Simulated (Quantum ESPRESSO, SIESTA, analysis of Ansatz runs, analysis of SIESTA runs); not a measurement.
# Mg_Ga in GaN (P6_3mc): how far do the levels depend on the k-points? (SIESTA), part 2 of 2

Question: at which Fermi levels does Mg_Ga in GaN (P6_3mc) change its charge, and how much of the answer depends on the k-points? The model is a cell of 72 host atoms with 1 Ga taken out and 1 Mg put in.

SIESTA 5.4.2; SIESTA numerical-orbital DFT, PBEsol, DZP basis, PseudoDojo 0.4.1 potentials converted to PSML; charged supercells in a uniform background, point-charge correction with alignment at far sites.

So far. Step 2 (Band edges): The gap at this level is 1.79 eV. Step 3 (Relaxing each charge state): Against the host's sites the lattice moves most at charge 0 (0.10 Å); the smallest move among the states is 0.08 Å.

## (4) Corrections and levels (continued)

Limit set by the element alone; other compounds of these elements are not counted. Chemical potentials from the elements' reference states: N 0.00 eV, Ga -1.62 eV, Mg 0.00 eV. Formation energy by charge state (N-rich; gap 1.79 eV):

| charge | at valence top (eV) | at conduction bottom (eV) | correction included (eV) |
| --- | --- | --- | --- |
| 0 | -0.10 | -0.10 | 0.00 |
| −1 | -0.11 | -1.90 | 0.21 |

Fermi level (eV), lowest formation energy (eV) and a bar from the least value:
```
     0.00      -0.11 ##############################
     0.16      -0.27 ###########################
     0.33      -0.44 #########################
     0.49      -0.60 ######################
     0.65      -0.76 ###################
     0.81      -0.92 ################
     0.98      -1.09 ##############
     1.14      -1.25 ###########
     1.30      -1.41 ########
     1.47      -1.58 #####
     1.63      -1.74 ###
     1.79      -1.90
```

So at this level: (0/−1) at -0.01 eV (-0.21 without the correction), in a gap of 1.79 eV. (0/−1) lies outside the gap, so the charge beyond is not the lowest at any Fermi level in the gap, within the error of the correction.

## (5) SIESTA, PBEsol, DZP, 2×2×2

The k-points change from one point at (¼, ¼, ¼) to 2×2×2 shifted by half a step on the same structures. A defect state disperses through its periodic images, and a carrier in a host band fills it differently at other k-points; both move the energies of the states that hold these electrons.

File defect.fdf:

```
SystemName                      MgGa35N36
SystemLabel                     defect
NumberOfSpecies                 3
NumberOfAtoms                   72
%block ChemicalSpeciesLabel
  1   31 Ga
  2    7 N
  3   12 Mg
%endblock ChemicalSpeciesLabel
LatticeConstant                 1.0 Ang
%block LatticeVectors
     9.608457000    -0.001719000     0.000000000
    -4.805718000     8.320308000     0.000000000
     0.000000000     0.000000000    10.426414000
%endblock LatticeVectors
AtomicCoordinatesFormat         Fractional
%block AtomicCoordinatesAndAtomicSpecies
     0.222020355     0.110831312     0.250316072  1
     0.110550614     0.223798570     0.498864806  1
[... 6 atom lines left out ...]
     0.221282240     0.444214972     0.251045470  1
[... 1 atom line left out ...]
     0.212567114     0.440091569     0.435579002  2
[... 22 atom lines left out ...]
     0.444091923     0.555272520     0.499382530  3
     0.558640453     0.438828863     0.435496615  2
[... 4 atom lines left out ...]
     0.444174550     0.555291647     0.695947715  2
[... 2 atom lines left out ...]
     0.559777268     0.786600839     0.435049769  2
[... 28 atom lines left out ...]
     0.777790418     0.888683811     0.688238257  2
%endblock AtomicCoordinatesAndAtomicSpecies
%block kgrid.MonkhorstPack
    2   0   0  0.50
    0   2   0  0.50
    0   0   2  0.50
%endblock kgrid.MonkhorstPack
XC.Functional                   GGA
XC.Authors                      PBEsol
PAO.BasisSize                   DZP
PAO.EnergyShift                 0.005 Ry
Mesh.Cutoff                     300 Ry
NetCharge                       -1.0
OccupationFunction              FD
ElectronicTemperature           0.01 eV
MaxSCFIterations                150
SCF.MustConverge                true
SCF.Mixer.Method                Pulay
SCF.Mixer.Weight                0.2
SCF.Mixer.History               10
SCF.DM.Tolerance                1.0e-4
SCF.H.Tolerance                 1.0e-3 eV
WriteForces                     true
Charge.Mulliken                 end
SaveRho                         true
SaveElectrostaticPotential      true
Charge.Hirshfeld                end
Charge.Voronoi                  end
```

Command:

```sh
$ OMP_NUM_THREADS=1 siesta defect.fdf > defect.out
```

Wall time 17 min (1 MPI rank of Arm Neoverse V1, shared host); peak memory 1.9 GiB.

On the kept structures the largest force at this level is 0.29 eV/Å, so they are not at rest here, and a relaxation would lower the states by unlike amounts.

At charge 0 filled and empty levels, counted over both spins and all k-points, touch or overlap: the last carrier shares a level or a band, or the held moment keeps an electron of one spin above an empty level of the other.

By state, in eV; the first energy still holds the atoms taken out or put in:

| charge | moment (μB) | energy over the host, electrons at the valence top | point-charge term | potential shift at far sites | its spread | correction |
| --- | --- | --- | --- | --- | --- | --- |
| −1 | 0 | 465.197 | 0.206 | 0.000 | 0.017 | 0.206 |
| 0 | 1 | 465.302 | 0.000 | - | - | 0.000 |

Against the first level the gap goes from 1.79 to 1.79 eV, and the level that moves most, (0/−1), from -0.01 to 0.10 eV. Both gaps come from the dense mesh of the unit cell, so this step does not test the gap. At charge 0, 52 % of the majority spin lies within 4 Å of the centre, against 39 % for an even spread, which points to a carrier spread as in a band; the levels next to it are then no levels of a bound state.

## (6) Side by side

Gap and levels in eV, each above its own valence top, and the processor time of the defect runs (shared machines):

| level of method | gap | (0/−1) | runs | core time |
| --- | --- | --- | --- | --- |
| SIESTA, PBEsol, DZP, k = ¼ | 1.79 | -0.01 | relaxations | 3.4 h |
| SIESTA, PBEsol, DZP, 2×2×2 | 1.79 | 0.10 | single points | 58 min |

Values below zero or above the gap of their row lie outside the gap.

Formation energies in eV with the Fermi level at the valence top and the elements as references, each run at its own level:

| level of method | 0 | −1 |
| --- | --- | --- |
| SIESTA, PBEsol, DZP, k = ¼ | 1.52 | 1.51 |
| SIESTA, PBEsol, DZP, 2×2×2 | 1.38 | 1.48 |

## (7) What came out

```yaml
gap_of_the_host_siesta_pbesol: 1.79 eV
level_0_minus_1_siesta_pbesol_dzp_k: -0.01 eV above the valence top, near a band edge before or after the correction
level_0_minus_1_siesta_pbesol_dzp_2x2x2: 0.10 eV above the valence top, near a band edge before or after the correction
```

At the level trusted most (SIESTA, PBEsol, DZP, 2×2×2) the charge changes at 0.10 eV (0/−1) above the valence top, in a gap of 1.79 eV. Without the point-charge correction (0/−1) would lie near a band edge or past it, so the depth rests on a correction that holds for a bound carrier alone. At charge 0, 52 % of the majority spin on the atoms lies within 4 Å of the centre, against 39 % for an even spread over the atoms of the kind that holds most of it, so that carrier is spread as in a band, and the levels next to it are no levels of a bound state. (0/−1) lies within 0.15 eV of a band edge, so whether the charge beyond is stable at all is within the error of the correction. (0/−1) reaches a band edge before or after the correction; the carrier may then sit in a band, where the point-charge correction doesn't apply and the value depends on how these k-points fill the band, which is not corrected here. Only the charges −1 and 0 were placed; others may be stable too. Compounds of Mg with the host's elements are not counted; they lower the chemical potential of the dopant and raise these formation energies. Limits: PBEsol makes the gap too small and tends to spread out bound carriers; where a gas molecule sets a chemical potential or the host's formation energy, its binding is uncorrected.

Computed beside measured:

| quantity | measured | PBEsol PseudoDojo, SIESTA |
| --- | --- | --- |
| band gap (direct gap) (eV) | 3.4 | 1.79 (-1.61 eV) |

Measured values from arxiv:cond-mat/0412304 (2004).

Verdict: The band gap is off by -1.61 eV: a clear miss. Local and semilocal functionals usually give gaps below the measured ones. An optical gap can lie under the band gap by the exciton's binding. Zero-point and thermal motion shift the measured gap.

[Logs are printed without paths, hosts, clocks, repeated set-up lines and the standing remarks that a program may print on its own settings, such as how far it seeks lower states.]

[Hosts, paths, dates, database ids (printed as entryN), source tags and the programs' standing remarks are cut or masked in the printed files.]

[For some hosts the program warned that the k-mesh of the response run may be too coarse for force constants and the static dielectric constant; such warnings are not shown here.]

[Charge tables in the logs are Mulliken or Hirshfeld populations, whose sizes and signs can differ; where basis functions stand at a vacancy, SIESTA counts their charge against the missing atom's valence.]

[In relaxation paths of CP2K, step 0 can be the structure after the first move, since the trajectory file begins there, and the last row can be the final structure solved once more.]
